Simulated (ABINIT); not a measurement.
The system is Pb.

```xyz
2
Lattice="0.0000 3.4390 3.4390 3.4390 0.0000 3.4390 3.4390 3.4390 0.0000" Properties=species:S:1:pos:R:3 pbc="T T T"
Pb    1.7195    1.7195    1.7195
Pb    0.0000    0.0000    0.0000
```

This isn't the form of Pb at room conditions, which is fcc.

* Program: ABINIT 10.8.3 (patched build)
* Task: single point
* Functional: PBEsol
* Potentials or basis: PseudoDojo NC SR PBEsol v0.4.1 standard
* Cutoff: 762 eV
* k mesh: 7 × 7 × 7
* Occupations: fermi-dirac, width 0.05 eV
* Spin: no spin polarisation

On this cell: pressure 0.5 GPa; largest force zero by symmetry; band gap on the k mesh none (metal or under the smearing width).

The same run follows on a disturbed copy (atoms moved at random, drawn with an rms of 0.05 Å):

```
Pb
1.0
     0.00000    3.43900    3.43900
     3.43900    0.00000    3.43900
     3.43900    3.43900    0.00000
Pb
2
Direct
  0.24233 0.24870 0.24871
  0.00968 0.98262 0.01781
```

Q: What does the disturbed cell give?

A: The energy (extrapolated to zero smearing) moves by +18.1 meV/atom; pressure 0.7 GPa; largest force 0.621 eV/Å; band gap on the k mesh none (metal or under the smearing width).

Forces in eV/Å, atoms in the order of the input:
```
Pb   0.059  0.617  0.037
Pb  -0.059 -0.617 -0.037
```

Stress tensor (GPa, compression positive):
```
0.81 0.10 1.69
0.10 0.43 0.16
1.69 0.16 0.82
```
